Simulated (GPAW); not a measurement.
# Ru (P6_3/mmc) in GPAW: equation of state

How stiff is Ru in PBE, and what volume does it want? The cell is scaled to several volumes.

All numbers are computed with GPAW 26.7.0; they aren't measurements. Logs are shortened: lines on timing, memory, paths and dates and some standing lists are left out, and cuts for length are marked. The log counts tension as positive stress, the text compression.

### Step 1. The structure

It takes space group P6_3/mmc (No. 194, hexagonal). The conventional cell has a = 2.706 Å, b = 2.706 Å, c = 4.282 Å, α = 90.00°, β = 90.00°, γ = 120.00°. Ru (site symmetry -6m2) is surrounded by 12 Ru at 2.65 to 2.71 Å.

### Step 2. Equation of state, PBE

The input, run.py:

```python
from ase import Atoms
from ase.eos import EquationOfState
from ase.io import Trajectory
from ase.units import GPa
from gpaw import GPAW, PW

atoms = Atoms(['Ru', 'Ru'],
              cell=[[2.7058, 0.0, 0.0],
                    [-1.3529, 2.3432915376, 0.0],
                    [0.0, 0.0, 4.2819]],
              scaled_positions=[[0.6666666667, 0.3333333333, 0.75],
                                [0.3333333333, 0.6666666667, 0.25]],
              pbc=True)

traj = Trajectory('eos.traj', 'w')
volumes, energies = [], []
for x in [0.94, 0.96, 0.98, 1.0, 1.02, 1.04, 1.06]:
    a = atoms.copy()
    a.set_cell(atoms.cell * x**(1 / 3), scale_atoms=True)
    calc = GPAW(mode=PW(600),
                xc='PBE',
                kpts={'size': (11, 11, 6), 'gamma': True},
                occupations={'name': 'fermi-dirac', 'width': 0.05},
                nbands=29,
                convergence={'density': 1e-05, 'energy': 1e-05},
                maxiter=150,
                txt=f'eos-{x:.2f}.txt')
    a.calc = calc
    energies.append(a.get_potential_energy(force_consistent=True))
    volumes.append(a.get_volume())
    p = -a.get_stress()[:3].mean() / GPa
    calc.write(f'eos-{x:.2f}.gpw')
    traj.write(a)
    print(f'{x:.2f} {volumes[-1]:10.4f} A^3 {energies[-1]:14.6f} eV {p:9.3f} GPa', flush=True)

v0, e0, B = EquationOfState(volumes, energies, eos='birchmurnaghan').fit()
print(f'V0 = {v0:.4f} A^3, E0 = {e0:.6f} eV, B0 = {B / GPa:.2f} GPa')
```

Potentials or basis: GPAW PAW data sets (gpaw-data 1.2.1), pw.

Launch:

```console
OMP_NUM_THREADS=1 python run.py
```

The program printed:

```text
__  _  _
 | _ |_)|_||  |
 |__||  | ||/\| - 26.7.0

Input parameters:
  mode=PW(ecut=600.0),
  convergence={'density': 1e-05, 'energy': 1e-05},
  kpts=MonkhorstPack(size=(11, 11, 6), gamma=True),
  maxiter=150,
  nbands=29,
  occupations=Occupations(name='fermi-dirac', width=0.05),
  xc=XC(name='PBE')

Diagonalizing LCAO Hamiltonian
Converting LCAO to pw mode

          Ru

        Ru

Atoms  # Å, Bohr magnetons
|   | symbol |         x |        y |        z |    initial magnetic moments |
|---|--------|-----------|----------|----------|-----------------------------|
| 0 |     Ru |  1.334615 | 0.770541 | 3.168022 | ( 0.0000,  0.0000,  0.0000) |
| 1 |     Ru | -0.000000 | 1.541081 | 1.056007 | ( 0.0000,  0.0000,  0.0000) |

Unit cell  # Å
| periodic |         x |        y |        z |  lengths |     angles |
|----------|-----------|----------|----------|----------|------------|
|      yes |  2.669231 | 0.000000 | 0.000000 | 2.669231 |  90.000000 |
|      yes | -1.334615 | 2.311622 | 0.000000 | 2.669231 |  90.000000 |
|      yes |  0.000000 | 0.000000 | 4.224029 | 4.224029 | 120.000000 |

Number of symmetries: 12
Symmetry operations  # r_c * U_cc + t_c -> r_c
|    | kind |            matrix            |
|----|------|------------------------------|
|  0 |  σ   |  1, 1, 0,  0,-1, 0,  0, 0, 1 |
|  1 |  S6  |  1, 1, 0, -1, 0, 0,  0, 0,-1 |
|  2 |  E   |  1, 0, 0,  0, 1, 0,  0, 0, 1 |
|  3 |  C2  |  1, 0, 0, -1,-1, 0,  0, 0,-1 |
|  4 |  C2  |  0, 1, 0,  1, 0, 0,  0, 0,-1 |
|  5 |  C3  |  0, 1, 0, -1,-1, 0,  0, 0, 1 |
|  6 |  S6  |  0,-1, 0,  1, 1, 0,  0, 0,-1 |
|  7 |  σ   |  0,-1, 0, -1, 0, 0,  0, 0, 1 |
|  8 |  σ   | -1, 0, 0,  1, 1, 0,  0, 0, 1 |
|  9 |  i   | -1, 0, 0,  0,-1, 0,  0, 0,-1 |
| 10 |  C3  | -1,-1, 0,  1, 0, 0,  0, 0, 1 |
| 11 |  C2  | -1,-1, 0,  0, 1, 0,  0, 0,-1 |

BZ-sampling:
  Number of BZ points: 726
  Number of IBZ points: 84

  Monkhorst-Pack size: [11, 11, 6]
  Monkhorst-Pack shift: [0.0, 0.0, 0.08333333333333333]

K-points  # in reciprocal-cell coordinates
|     |                                coordinates |     weight |
|-----|--------------------------------------------|------------|
|   0 | (  0.00000000,   0.00000000,   0.00000000) | 0.00137741 |
|   1 | (  0.00000000,   0.00000000,   0.16666667) | 0.00275482 |
|   2 | (  0.00000000,   0.00000000,   0.33333333) | 0.00275482 |
|   3 | (  0.00000000,   0.00000000,   0.50000000) | 0.00137741 |
|   4 | (  0.09090909,   0.00000000,  -0.33333333) | 0.00826446 |
|   5 | (  0.09090909,   0.00000000,  -0.16666667) | 0.00826446 |
|   6 | (  0.09090909,   0.00000000,   0.00000000) | 0.00826446 |
|   7 | (  0.09090909,   0.00000000,   0.16666667) | 0.00826446 |
|   8 | (  0.09090909,   0.00000000,   0.33333333) | 0.00826446 |
|   9 | (  0.09090909,   0.00000000,   0.50000000) | 0.00826446 |
| ... |                                            |            |
|  83 | (  0.45454545,   0.45454545,   0.50000000) | 0.00826446 |

Plane wave coefficients: 890
Cutoff: 600.0 eV

Spin-components: 1 (collinear spins)
Bands:           29
Projectors:      12
Spin-degeneracy: 2
Datatype:        complex128

Density:
  Valence electrons: 32.0
  Components: 1
  Grid points: [16 16 24]
  Charge: 0.0  # |e|

Potential:
  Grid points: [16 16 24]

species:
  Ru:
    name:    Ruthenium
    Z:       44.0
    valence: 16
    core:    28
    charge:  0.0  # [|e|]
    compensation charges:
      type: gauss
      rc: 0.39  # [Å]
      lmax: 2
    cutoffs:
      filter: 2.16  # [Å]
      core: 1.30  # [Å]
    projectors
    | kind |    occ | energy [eV] | rcut [Å] |
    |------|--------|-------------|----------|
    |   4s |  2.000 |     -76.316 |    1.281 |
    |   5s |  1.000 |      -4.236 |    1.281 |
    |   4p |  6.000 |     -46.423 |    1.286 |
    |   5p |  0.000 |      -0.913 |    1.286 |
    |   4d |  7.000 |      -5.203 |    1.254 |
    |    d |        |      22.008 |    1.254 |

    Using partial waves for Ru as LCAO basis

Reference energy: -246490.249966  # eV

eigensolver:
  PPCG
  Converge bands: occupied
  niter=2

density mixing:
  MSR1-Mixer
  Pratt-step length: 0.05
  Maximum mixing coefficient: 0.75
  Old densities: 10
  SVD Regularization: 0.005
  Good broyden scale: 1.0
  Trust region scale: 1.0
  Backstep threshold: 4.0
  History deletion threshold: 6.0
  Fourier metric: weight=20.0, sigma=0.015

occupation numbers:
  Fermi-Dirac:
    width: 0.0500  # eV

poisson solver:
  ecut: 4800.0  # eV

xc functional:
  name: PBE with 2 nearest neighbor stencil

convergence criteria:
- Maximum integral of absolute [dens]ity change: 1e-05 electrons / valence electron
- Maximum [total energy] change in last 3 cyles: 1e-05 eV / valence electron
- Maximum integral of absolute [eigenst]ate change: 4e-08 eV^2 / valence electron
maximum number of iterations: 150

SCF iterations
|iter     | |      energy | eigst |  dens |
|---------|-|-------------|-------|-------|
|iter:   1| |  -20.419588 | +0.20 |       |
|iter:   2| |  -20.095986 | -2.66 | -1.08 |
|iter:   3| |  -18.855851 | -1.69 | -1.13 |
|iter:   4| |  -18.849559 | -3.87 | -2.08 |
|iter:   5| |  -18.848005 | -4.00 | -2.38 |
|iter:   6| |  -18.848031 | -6.44 | -3.65 |
|iter:   7| |  -18.848036c| -6.93 | -3.94 |
|iter:   8| |  -18.848036c| -7.61c| -4.68 |
|iter:   9| |  -18.848036c| -8.33c| -5.27c|

Converged in 9 steps
Energy contributions relative to reference atoms: (reference = -246490.249966)

Energy contributions:
  Kinetic:           3.924525
  Coulomb:          -9.568903
  Zero:             -0.390416
  External:          0.000000
  Xc:              -12.805387
  Entropy:          -0.015712
  Spinorbit:         0.000000
  ----------------------------
  Free energy:     -18.855892
  Extrapolated:    -18.848036

dipole moment: (0.000000, 0.000000, 0.000001)  # |e|*Ang

Fermi level: 14.147
Eigenvalues  # (at kpt = [0.000, 0.000, 0.000])
| band index |      eig [eV] | occ [0-2] |
|------------|---------------|-----------|
|          0 |       -58.992 |     2.000 |
|        ... |               |           |
|          9 |         7.746 |     2.000 |
|         10 |        11.467 |     2.000 |
|         11 |        11.467 |     2.000 |
|         12 |        11.656 |     2.000 |
|         13 |        12.190 |     2.000 |
|         14 |        12.190 |     2.000 |
[... 8 lines left out ...]
|         23 |        32.932 |     0.000 |
|         24 |        38.212 |     0.000 |
|        ... |               |           |
|         28 |        39.625 |     0.000 |

No gap
No difference between direct/indirect transitions

Stress tensor  # eV/Ang^3
|         x |         y |         z |
|-----------|-----------|-----------|
| -0.112592 |  0.000000 |  0.000000 |
|  0.000000 | -0.112592 |  0.000000 |
|  0.000000 |  0.000000 | -0.118507 |

# Writing to eos-0.96.gpw (mode='')
```

It took 4.4 min on 1 thread of Intel Xeon Platinum 8259CL at 2.50GHz (Skylake/Cascade Lake), shared host; peak memory 0.33 GiB.

What came out:

| Item | Value |
| --- | --- |
| Equilibrium volume | 13.74 Å³/atom |
| Bulk modulus at fixed shape and positions | 308 GPa |
| Pressure derivative of the bulk modulus | 4.8 |

Energy against volume, from the lowest point:
| volume (Å³/atom) | energy (meV/atom) |
| --- | --- |
| 12.760 | 77.62 |
| 13.032 | 38.72 |
| 13.303 | 13.82 |
| 13.575 | 1.35 |
| 13.846 | 0.00 |
| 14.118 | 8.53 |
| 14.389 | 25.90 |

Caveat: the cell was scaled at fixed shape and fractional positions, which overstates the stiffness of a crystal with free parameters, most of all of layers and chains.
